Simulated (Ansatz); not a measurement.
Mg2Si: computed DOS

Space group Fm-3m (No. 225). a = 6.390 Å, b = 6.390 Å, c = 6.390 Å, α = 90.00°, β = 90.00°, γ = 90.00°
```csv
atom,site,symmetry,x,y,z
Mg,8c,-43m,0.2500,0.7500,0.7500
Si,4a,m-3m,0.0000,0.0000,0.0000
```

The runs use the primitive cell with vectors (0.000, 3.195, 3.195), (3.195, 0.000, 3.195), (3.195, 3.195, 0.000) Å, to which the k mesh refers.

The cell is COD entry 9009039, as deposited and not checked against the literature; nothing was relaxed. It differs from other determinations.

Computed with DFT, PBE, all-electron LAPW, scalar-relativistic (Ansatz 0.2.0).

Numerical set-up: a Γ-centred 9×9×9 k mesh, Fermi–Dirac smearing of 0.05 eV, basis error target 0.5 meV/atom, no spin polarisation.

States per eV and cell, averaged over 0.4 eV, from -4.7 to 1.9 eV, with energies (bin centres) from the valence-band top; empty bins are left out. The partial columns, the largest 3 alone, are projections on Löwdin-orthogonalised atomic shells (those that the program's projection atoms carry: the occupied ones and, for some elements, an empty d or f shell; other empty shells have no column), summed over atoms of an element. Weights on diffuse s and p shells depend on that basis and aren't pure angular character.

```csv
E (eV),total,Si 3p,Mg 3s,Si 3s
-4.6,0.25,0.16,0.08,0.00
-4.2,1.60,0.98,0.53,0.06
-3.8,1.66,1.03,0.45,0.14
-3.4,0.96,0.61,0.22,0.10
-3.0,1.18,0.77,0.27,0.09
-2.6,1.15,0.79,0.24,0.07
-2.2,1.55,1.17,0.19,0.06
-1.8,1.94,1.59,0.14,0.04
-1.4,1.81,1.53,0.09,0.03
-1.0,1.69,1.49,0.04,0.02
-0.6,0.97,0.87,0.02,0.01
-0.2,0.25,0.24,0.00,0.00
0.2,0.03,0.00,0.01,0.00
0.6,0.32,0.01,0.11,0.01
1.0,0.73,0.04,0.26,0.01
1.4,1.37,0.10,0.50,0.06
1.8,2.40,0.22,0.81,0.14
```

Task: Which of the resolved shells contributes most in the top eV of the valence band?

Result: Si 3p, with 90 % of all states there; Mg 3s follows with 2 %.
